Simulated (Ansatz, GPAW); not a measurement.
# Geometry or basis: what sets the conductance of an Ir chain with a Pd atom on top of one atom, part 3 of 4

Wanted: T(E) of an Ir chain with a Pd atom on top of one atom at a relaxed geometry in two programs, beside the unrelaxed structure.

GPAW 26.7.0 and Ansatz 0.2.0; Ansatz plane waves; relaxation of the junction with the lead ends held (the session's first sound run).

So far, transmission at the Fermi level (one spin): step 3 (plane-wave reference (PBE)) 2.57. Also conductance of the perfect lead (G₀): step 3 5.77.

**4. Double-zeta polarised basis**

Localised orbitals split the wire into layers that couple to their neighbours alone, which is what the Green's function method needs; double zeta with polarisation is the usual level for numbers.

This step: GPAW LCAO, PAW setups; Landauer transmission from Green's functions with principal layers (ASE), zero bias (GPAW 26.7.0).

File run.py:

```python
import json
import numpy as np
from ase import Atoms
from ase.transport.calculators import TransportCalculator
from gpaw import GPAW, FermiDirac
from gpaw.lcao.tools import get_lcao_hamiltonian
from scipy.linalg import eigh

# The junction with lead layers at both ends, along the third cell vector
device = Atoms(
    ['Ir', 'Ir', 'Ir', 'Ir', 'Ir', 'Ir', 'Ir', 'Ir', 'Ir', 'Pd', 'Ir', 'Ir', 'Ir', 'Ir', 'Ir', 'Ir', 'Ir', 'Ir'],
    positions=[
        [4.50000, 4.50000, 1.15000],
        [4.50000, 4.50000, 3.45000],
        [4.50000, 4.50000, 5.75000],
        [4.50000, 4.50000, 8.05000],
        [4.50000, 4.50000, 10.35000],
        [4.50000, 4.50000, 12.65000],
        [4.40741, 3.92519, 15.04273],
        [4.47335, 4.60627, 17.33819],
        [3.93681, 3.73753, 19.55617],
        [6.09320, 4.92544, 19.51866],
        [4.47815, 4.60515, 21.76199],
        [4.38360, 3.93248, 24.05818],
        [4.50000, 4.50000, 26.45000],
        [4.50000, 4.50000, 28.75000],
        [4.50000, 4.50000, 31.05000],
        [4.50000, 4.50000, 33.35000],
        [4.50000, 4.50000, 35.65000],
        [4.50000, 4.50000, 37.95000]],
    cell=[[9.0, 0.0, 0.0], [0.0, 9.0, 0.0], [0.0, 0.0, 39.1]],
    pbc=True)

# One principal layer of the lead: the first 5 atoms of the device
lead = Atoms(
    ['Ir', 'Ir', 'Ir', 'Ir', 'Ir'],
    positions=[
        [4.50000, 4.50000, 1.15000],
        [4.50000, 4.50000, 3.45000],
        [4.50000, 4.50000, 5.75000],
        [4.50000, 4.50000, 8.05000],
        [4.50000, 4.50000, 10.35000]],
    cell=[[9.0, 0.0, 0.0], [0.0, 9.0, 0.0], [0.0, 0.0, 11.5]],
    pbc=True)

settings = dict(mode='lcao', basis='dzp', xc='PBE', h=0.2,
                occupations=FermiDirac(0.1), maxiter=250,
                mixer=dict(beta=0.1, nmaxold=8, weight=100.0),
                convergence=dict(density=0.0001))
energies = np.arange(-2, 2 + 1e-9, 0.025)
eta = 0.0001
n1, n2 = 1, 1
# k and -k transmit alike, so half of the mesh across the current serves
mesh = [(i, j) for i in range(n1) for j in range(n2) if (i, j) <= (-i % n1, -j % n2)]
weights = np.array([1 if (i, j) == (-i % n1, -j % n2) else 2 for i, j in mesh]) / (n1 * n2)

# [... helper functions left out ...]
fermi_lead = ground_state(lead, (1, 1, 10), 'lead.txt')
fermi_device = ground_state(device, (1, 1, 2), 'device.txt')
# [... loop over the mesh left out, but for ...]
        # Shift the lead onto the potential of the device's first layer
        shift = ((H[:, 0, 0] - H0[:, 0, 0]) / S0[0, 0]).real.mean()
# [...]
kT = 8.617333e-5 * 300
bias = [0.1, 0.2, 0.5, 1.0, 1.5, 2.0]
# [... integrals and printing left out ...]
```

Command:

```console
$ OMP_NUM_THREADS=1 OPENBLAS_NUM_THREADS=1 python run.py
```

Numbers of over 12 decimals in the logs are rounded to 6 here.

The program printed:

```text
basis functions: device 486, principal layer 135
Fermi level: lead -3.8817 eV, device -3.7411 eV; lead shifted by -0.0019 eV
largest coupling past the next layer 1.48e-06 eV, largest misfit of the first layer 0.127 eV
  E-E_F (eV)   T (one spin)  [channel counts left out]
    -2.000    1.2409e+00
    -1.975    1.2860e+00
    -1.950    1.3276e+00
    -1.925    1.3651e+00
    -1.900    1.3990e+00
    -1.875    1.4308e+00
    -1.850    1.4599e+00
    -1.825    1.4898e+00
    -1.800    1.5218e+00
    -1.775    1.5588e+00
    -1.750    1.6049e+00
    -1.725    1.6670e+00
    -1.700    1.7546e+00
    -1.675    1.8814e+00
    -1.650    2.0574e+00
    -1.625    2.2677e+00
[...]
1.825    1.2370e+00
     1.850    1.1810e+00
     1.875    1.1228e+00
     1.900    1.0646e+00
     1.925    1.0075e+00
     1.950    9.9596e-01
     1.975    9.9787e-01
     2.000    9.9864e-01
conductance at 300 K: 2.5788 G0 a cell; thermopower 8.576 uV/K
current from the zero-bias T(E) at 0.1 V: 19.89 uA
current from the zero-bias T(E) at 0.2 V: 39.212 uA
current from the zero-bias T(E) at 0.5 V: 92.094 uA
current from the zero-bias T(E) at 1.0 V: 186.5 uA
current from the zero-bias T(E) at 1.5 V: 285.01 uA
current from the zero-bias T(E) at 2.0 V: 369.54 uA
```

Wall time 6.1 min (1 thread of Arm Neoverse V1, shared host); peak memory 1.5 GiB.

This step gave:

* conductance: 2.579 G₀
* largest coupling past the next principal layer: 1.48e-6 eV
* largest misfit of the first principal layer: 0.1269 eV
* shift that aligns the lead: -0.001904 eV
* basis functions of the junction: 486
* basis functions of a principal layer: 135
* transmission at the Fermi level (one spin): 2.606

One spin. The transmission, zone mean by energy, zero at the Fermi level:

| energy (eV) | transmission, zone mean |
| --- | --- |
| -2.000 | 1.24 |
| -1.800 | 1.52 |
| -1.600 | 2.45 |
| -1.400 | 3.22 |
| -1.200 | 2.42 |
| -1.000 | 2.89 |
| -0.800 | 3.37 |
| -0.675 | 3.82 |
| -0.600 | 3.63 |
| -0.425 | 3.71 |
| -0.400 | 3.70 |
| -0.200 | 2.87 |
| 0.000 | 2.61 |
| 0.200 | 1.49 |
| 0.400 | 1.50 |
| 0.600 | 1.53 |
| 0.800 | 1.17 |
| 1.000 | 1.10 |
| 1.200 | 1.06 |
| 1.400 | 1.06 |
| 1.600 | 1.21 |
| 1.725 | 1.36 |
| 1.800 | 1.29 |
| 2.000 | 0.999 |

Not self-consistent under bias; the bias window is split evenly. The current through one cell, from the zero-bias transmission by bias:

| bias (V) | current through one cell, from the zero-bias transmission (μA) |
| --- | --- |
| 0.100 | 19.9 |
| 0.200 | 39.2 |
| 0.500 | 92.1 |
| 1.000 | 186 |
| 1.500 | 285 |
| 2.000 | 370 |

The transmission of the three most open eigenchannels by energy, zero at the Fermi level:

```
energy (eV)  channel 1  channel 2  channel 3
     -2.000      0.818      0.384     0.0309
     -1.900      0.917      0.415     0.0419
     -1.800      0.971      0.443     0.0815
     -1.700      0.991      0.499      0.249
     -1.600      0.994      0.895      0.562
     -1.500      0.998      0.924      0.602
     -1.400      0.998      0.981      0.765
     -1.300      0.998      0.765      0.547
     -1.200      0.998      0.625      0.421
     -1.100      0.991      0.857      0.597
     -1.000      0.958      0.946      0.665
     -0.900      0.951      0.919      0.657
     -0.800      0.968      0.951      0.739
     -0.700      0.995      0.954      0.775
     -0.600      0.993      0.826      0.772
     -0.500      0.994      0.766      0.707
     -0.400      0.993      0.800      0.720
     -0.300      0.968      0.913      0.789
     -0.200      0.986      0.961      0.812
     -0.100      0.988      0.900      0.858
      0.000      0.989      0.905      0.696
      0.100      0.918      0.840      0.368
      0.200      0.886      0.329      0.268
      0.300      0.916      0.357      0.147
      0.400      0.945      0.444      0.106
      0.500      0.976      0.554     0.0653
      0.600      0.988      0.515     0.0219
      0.700      0.978      0.338    0.00298
      0.800      0.959      0.215     2.5e-4
      0.900      0.972      0.158     7.9e-4
      1.000      0.967      0.135    0.00142
      1.100      0.950      0.130    0.00187
      1.200      0.923      0.139    0.00224
      1.300      0.886      0.165    0.00260
      1.400      0.837      0.219    0.00296
      1.500      0.771      0.326    0.00333
      1.600      0.675      0.529    0.00365
      1.700      0.821      0.519    0.00378
      1.800      0.987      0.297    0.00335
      1.900      0.991     0.0720    0.00143
      2.000      0.999     9.8e-8     2.5e-9
```

At the Fermi level T is 2.61 against 2.57 in plane waves. Couplings past the next layer reach 1.5e-6 eV, small enough to drop; the matrix elements of the cell's first layer differ from the bulk lead's by up to 0.13 eV. That layer keeps its own values in the calculation, and only beyond it is the lead taken as perfect. The Fermi levels of lead and junction count from different zeros of potential, one for each periodic cell; with both set to zero, the small remaining shift is what aligns them. Without spin-orbit coupling, which is large for these atoms, channel counts and T are those of the scalar-relativistic bands. By hand: G = 2.579 × 77.48 μS = 200 μS, a resistance of 5.00 kΩ; at 0.1 V a linear junction would pass 20.0 μA, and the integral over the bias window gives 19.9 μA.

**5. Single-zeta polarised basis**

One radial function a shell plus polarisation makes the matrices smaller; the question is what that costs.

run.py: that of step 4 with these lines changed.

```diff
@@ -45,3 +45,3 @@
 
-settings = dict(mode='lcao', basis='dzp', xc='PBE', h=0.2,
+settings = dict(mode='lcao', basis='szp(dzp)', xc='PBE', h=0.2,
                 occupations=FermiDirac(0.1), maxiter=250,
```

The program printed:

```text
basis functions: device 270, principal layer 75
Fermi level: lead -3.5970 eV, device -3.4944 eV; lead shifted by -0.0023 eV
largest coupling past the next layer 1.48e-06 eV, largest misfit of the first layer 0.126 eV
  E-E_F (eV)   T (one spin)  [channel counts left out]
    -2.000    1.4384e+00
    -1.975    1.4633e+00
    -1.950    1.4871e+00
[...]
1.975    9.9461e-01
     2.000    9.9796e-01
conductance at 300 K: 2.6627 G0 a cell; thermopower 7.708 uV/K
current from the zero-bias T(E) at 0.1 V: 20.551 uA
current from the zero-bias T(E) at 0.2 V: 40.578 uA
current from the zero-bias T(E) at 0.5 V: 95.352 uA
current from the zero-bias T(E) at 1.0 V: 194.56 uA
current from the zero-bias T(E) at 1.5 V: 296.06 uA
current from the zero-bias T(E) at 2.0 V: 381.02 uA
```

The job ended after 3.2 min (1 thread; peak memory 1.4 GiB).

Numbers from this step:

```yaml
conductance: 2.663 G₀
largest_misfit_of_the_first_principal_layer: 0.1255 eV
shift_that_aligns_the_lead: -0.002324 eV
basis_functions_of_the_junction: 270
basis_functions_of_a_principal_layer: 75
transmission_at_the_fermi_level_one_spin: 2.686
```

The conductance, 2.66 G₀, lies 3.3 % above that of the dzp run.

**6. GPAW, sz: basis = "sz(dzp)"**

One function for each valence shell of the setup, as for a first survey of a large system.

run.py: that of step 5 with these lines changed.

```diff
@@ -45,3 +45,3 @@
 
-settings = dict(mode='lcao', basis='szp(dzp)', xc='PBE', h=0.2,
+settings = dict(mode='lcao', basis='sz(dzp)', xc='PBE', h=0.2,
                 occupations=FermiDirac(0.1), maxiter=250,
```

The program printed:

```text
basis functions: device 216, principal layer 60
Fermi level: lead -3.6006 eV, device -3.4906 eV; lead shifted by -0.0033 eV
largest coupling past the next layer 1.47e-06 eV, largest misfit of the first layer 0.071 eV
  E-E_F (eV)   T (one spin)  [channel counts left out]
    -2.000    1.5222e+00
    -1.975    1.5436e+00
    -1.950    1.5664e+00
[...]
1.975    9.9782e-01
     2.000    9.9863e-01
conductance at 300 K: 2.6797 G0 a cell; thermopower 7.545 uV/K
current from the zero-bias T(E) at 0.1 V: 20.675 uA
current from the zero-bias T(E) at 0.2 V: 40.769 uA
current from the zero-bias T(E) at 0.5 V: 95.475 uA
current from the zero-bias T(E) at 1.0 V: 194.92 uA
current from the zero-bias T(E) at 1.5 V: 295.84 uA
current from the zero-bias T(E) at 2.0 V: 381.02 uA
```

Wall time 2.6 min (1 thread); peak memory 1.4 GiB.

This step gave:

```yaml
conductance: 2.680 G₀
largest_coupling_past_the_next_principal_layer: 1.47e-6 eV
largest_misfit_of_the_first_principal_layer: 0.07149 eV
shift_that_aligns_the_lead: -0.003343 eV
basis_functions_of_the_junction: 216
basis_functions_of_a_principal_layer: 60
transmission_at_the_fermi_level_one_spin: 2.705
```

The conductance, 2.68 G₀, lies 3.9 % above that of the dzp run.

**7. LDA in the dzp basis: xc = "LDA"**

Back in the dzp basis, the functional changes from PBE to LDA, to set the spread between functionals beside that between bases.

run.py: that of step 6 with these lines changed.

```diff
@@ -45,3 +45,3 @@
 
-settings = dict(mode='lcao', basis='sz(dzp)', xc='PBE', h=0.2,
+settings = dict(mode='lcao', basis='dzp', xc='LDA', h=0.2,
                 occupations=FermiDirac(0.1), maxiter=250,
```

The program printed:

```text
basis functions: device 486, principal layer 135
Fermi level: lead -4.1773 eV, device -4.0378 eV; lead shifted by -0.0008 eV
largest coupling past the next layer 1.53e-06 eV, largest misfit of the first layer 0.121 eV
  E-E_F (eV)   T (one spin)  channels
    -2.000    1.2677e+00    4.0000
    -1.975    1.3113e+00    4.0000
    -1.950    1.3505e+00    4.0000
[...]
1.975    9.9837e-01    1.0000
     2.000    9.9869e-01    1.0000
conductance at 300 K: 2.5961 G0 a cell; thermopower 7.998 uV/K
current from the zero-bias T(E) at 0.1 V: 20.032 uA
current from the zero-bias T(E) at 0.2 V: 39.521 uA
current from the zero-bias T(E) at 0.5 V: 92.898 uA
current from the zero-bias T(E) at 1.0 V: 188.34 uA
current from the zero-bias T(E) at 1.5 V: 286.49 uA
current from the zero-bias T(E) at 2.0 V: 370.44 uA
```

Run time: 5.3 min. Hardware: 1 thread; peak memory 1.5 GiB.

This step gave:

* conductance: 2.596 G₀
* largest coupling past the next principal layer: 1.53e-6 eV
* largest misfit of the first principal layer: 0.1213 eV
* shift that aligns the lead: -7.94e-4 eV
* basis functions of the junction: 486
* basis functions of a principal layer: 135
* transmission at the Fermi level (one spin): 2.621

One spin. The transmission, zone mean by energy, zero at the Fermi level:

| energy (eV) | transmission, zone mean |
| --- | --- |
| -2.000 | 1.27 |
| -1.900 | 1.42 |
| -1.800 | 1.54 |
| -1.700 | 1.82 |
| -1.600 | 2.51 |
| -1.500 | 2.49 |
| -1.400 | 3.29 |
| -1.300 | 2.51 |
| -1.200 | 2.41 |
| -1.100 | 2.68 |
| -1.000 | 2.87 |
| -0.900 | 3.13 |
| -0.800 | 3.35 |
| -0.700 | 3.77 |
| -0.675 | 3.80 |
| -0.600 | 3.61 |
| -0.500 | 3.44 |
| -0.400 | 3.69 |
| -0.300 | 3.14 |
| -0.200 | 2.89 |
| -0.100 | 2.79 |
| 0.000 | 2.62 |
| 0.100 | 2.18 |
| 0.200 | 1.50 |
| 0.300 | 1.45 |
| 0.400 | 1.55 |
| 0.500 | 1.65 |
| 0.600 | 1.53 |
| 0.700 | 1.30 |
| 0.800 | 1.16 |
| 0.900 | 1.13 |
| 1.000 | 1.10 |
| 1.100 | 1.08 |
| 1.200 | 1.06 |
| 1.300 | 1.05 |
| 1.400 | 1.07 |
| 1.500 | 1.13 |
| 1.600 | 1.25 |
| 1.700 | 1.35 |
| 1.800 | 1.23 |
| 1.900 | 1.03 |
| 2.000 | 0.999 |

The conductance, 2.60 G₀, lies 0.7 % above that of the dzp run.

**8. The structure as built: geometry = "as built"**

The dzp basis with PBE on the structure as first built shows what the relaxation was worth.

run.py: that of step 7 with these lines changed.

```diff
@@ -18,8 +18,8 @@
         [4.50000, 4.50000, 12.65000],
-        [4.40741, 3.92519, 15.04273],
-        [4.47335, 4.60627, 17.33819],
-        [3.93681, 3.73753, 19.55617],
-        [6.09320, 4.92544, 19.51866],
-        [4.47815, 4.60515, 21.76199],
-        [4.38360, 3.93248, 24.05818],
+        [4.50000, 4.50000, 14.95000],
+        [4.50000, 4.50000, 17.25000],
+        [4.50000, 4.50000, 19.55000],
+        [6.80000, 4.50000, 19.55000],
+        [4.50000, 4.50000, 21.85000],
+        [4.50000, 4.50000, 24.15000],
         [4.50000, 4.50000, 26.45000],
@@ -45,3 +45,3 @@
 
-settings = dict(mode='lcao', basis='dzp', xc='LDA', h=0.2,
+settings = dict(mode='lcao', basis='dzp', xc='PBE', h=0.2,
                 occupations=FermiDirac(0.1), maxiter=250,
```

The program printed:

```text
basis functions: device 486, principal layer 135
Fermi level: lead -3.8817 eV, device -3.7367 eV; lead shifted by 0.0028 eV
largest coupling past the next layer 1.48e-06 eV, largest misfit of the first layer 0.022 eV
  E-E_F (eV)   T (one spin)  channels
    -2.000    3.0474e+00    4.0000
    -1.975    3.0522e+00    4.0000
    -1.950    3.0542e+00    4.0000
[...]
1.975    9.7757e-01    1.0000
     2.000    9.8826e-01    1.0000
conductance at 300 K: 5.1652 G0 a cell; thermopower 9.273 uV/K
current from the zero-bias T(E) at 0.1 V: 39.6 uA
current from the zero-bias T(E) at 0.2 V: 76.997 uA
current from the zero-bias T(E) at 0.5 V: 183.4 uA
current from the zero-bias T(E) at 1.0 V: 358.39 uA
current from the zero-bias T(E) at 1.5 V: 523.21 uA
current from the zero-bias T(E) at 2.0 V: 664.18 uA
```

It took 5.1 min on 1 thread; peak memory 1.5 GiB.

Numbers from this step:

```
conductance                                    : 5.165 G₀
largest coupling past the next principal layer : 1.48e-6 eV
largest misfit of the first principal layer    : 0.02181 eV
shift that aligns the lead                     : 0.002825 eV
transmission at the Fermi level (one spin)     : 5.294
```

One spin. The transmission, zone mean by energy, zero at the Fermi level:

| energy (eV) | transmission, zone mean |
| --- | --- |
| -2.000 | 3.05 |
| -1.900 | 3.05 |
| -1.800 | 3.00 |
| -1.700 | 2.96 |
| -1.600 | 2.91 |
| -1.500 | 2.83 |
| -1.400 | 3.06 |
| -1.300 | 3.29 |
| -1.200 | 3.61 |
| -1.100 | 3.85 |
| -1.000 | 3.87 |
| -0.900 | 3.91 |
| -0.800 | 4.21 |
| -0.700 | 4.54 |
| -0.600 | 4.80 |
| -0.500 | 4.99 |
| -0.400 | 5.16 |
| -0.300 | 5.31 |
| -0.200 | 5.41 |
| -0.125 | 5.44 |
| -0.100 | 5.44 |
| 0.000 | 5.29 |
| 0.100 | 3.11 |
| 0.200 | 3.80 |
| 0.300 | 3.85 |
| 0.350 | 3.85 |
| 0.400 | 3.85 |
| 0.500 | 3.84 |
| 0.600 | 3.81 |
| 0.700 | 3.77 |
| 0.800 | 3.63 |
| 0.900 | 2.99 |
| 1.000 | 2.95 |
| 1.100 | 2.92 |
| 1.200 | 2.89 |
| 1.300 | 2.85 |
| 1.400 | 2.80 |
| 1.500 | 2.74 |
| 1.600 | 2.68 |
| 1.700 | 2.61 |
| 1.800 | 2.55 |
| 1.900 | 2.45 |
| 2.000 | 0.988 |

The conductance, 5.17 G₀, lies 100 % above that of the dzp run.

**9. All levels side by side**

Times are wall times on the hardware named with each run. The series side by side:

```
no.      run  conductance (G₀)     time  memory (GiB)
  1   pw PBE             2.530  2.6 min           5.2
  2      dzp             2.579  6.1 min           1.5
  3      szp             2.663  3.2 min           1.4
  4       sz             2.680  2.6 min           1.4
  5  dzp LDA             2.596  5.3 min           1.5
  6  asbuilt             5.165  5.1 min           1.5
```

**10. The levels side by side**

The curves are compared point by point over the common energies.

This step: comparison of transmission and cost over codes, levels and geometry (GPAW 26.7.0).

Ladder, by row:

```
   step    code  T at the Fermi level (sum over the listed spins)  conductance (G0)  r.m.s. T(E) from the first  wall time (s)  peak memory (GiB)  threads
 pw-pbe  Ansatz                                             2.568              2.53                           0          154.1              5.156        4
    dzp    GPAW                                             2.606             2.579                      0.1278          366.5                1.5        1
    szp    GPAW                                             2.686             2.663                      0.2321          191.8               1.43        1
     sz    GPAW                                             2.705              2.68                      0.2672          153.1               1.38        1
dzp-LDA    GPAW                                             2.621             2.596                      0.1463          315.1                1.5        1
asbuilt    GPAW                                             5.294             5.165                       1.721          304.8                1.5        1
```

[end of part 3 of 4]

[Logs are printed without paths, hosts, clocks, repeated set-up lines and the standing remarks that a program may print on its own settings, such as how far it seeks lower states.]

[Hosts, paths, dates, database ids (printed as entryN), source tags and the programs' standing remarks are cut or masked in the printed files.]
